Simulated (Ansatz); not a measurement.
Level of theory: DFT PBE, scalar-relativistic, plane waves, PAW (Ansatz). All cells share a 420 eV cutoff and Γ-centred k meshes spaced at most about 0.3 Å⁻¹ (about 0.25 or finer for metals, 2π included). No spin polarisation.

Temperature and zero-point effects are left out.

Compare these two cells of Nb3C, each relaxed at this level.

1.

Space group Pm-3m (No. 221). a = 3.877 Å, b = 3.877 Å, c = 3.877 Å, α = 90.00°, β = 90.00°, γ = 90.00°
```json
{"atom": "Nb", "site": "3c", "symmetry": "4/mm.m", "x": "0.0000", "y": "0.5000", "z": "0.5000"}
{"atom": "C", "site": "1a", "symmetry": "m-3m", "x": "0.0000", "y": "0.0000", "z": "0.0000"}
```

2.

Space group P6_3/mmc (No. 194). a = 5.356 Å, b = 5.356 Å, c = 4.741 Å, α = 90.00°, β = 90.00°, γ = 120.00°
```json
{"atom": "Nb", "site": "6h", "symmetry": "mm2", "x": "0.3368", "y": "0.1684", "z": "0.7500"}
{"atom": "C", "site": "2d", "symmetry": "-6m2", "x": "0.6667", "y": "0.3333", "z": "0.2500"}
```

Question: Which form is favoured at zero pressure, and by what margin per atom?

Answer: Cell 1 is lower, by 43 meV/atom. Cell 1 has the Cu3Au (L1_2) type, space group Pm-3m (No. 221), 14.6 Å³/atom and no gap on its mesh; cell 2 has the Ni3Sn (D0_19) type, space group P6_3/mmc (No. 194), 14.7 Å³/atom and no gap. Counting Nb atoms around C (those within 1.25 times the shortest such distance or 1.15 times the sum of covalent radii), cell 1 and cell 2 both have C 12. Even the lower one lies +0.72 eV/atom against the reference forms of the elements (uncorrected), so neither is stable at this level. Both come from invented guesses. The lowest form computed isn't among them: it has space group P6_3/m (No. 176), 15.2 Å³/atom and lies 0.69 eV/atom below the best shown.

Cells relaxed within their symmetry can be saddle points. Some candidate types were left out of the draw beforehand, so a known form may be missing.
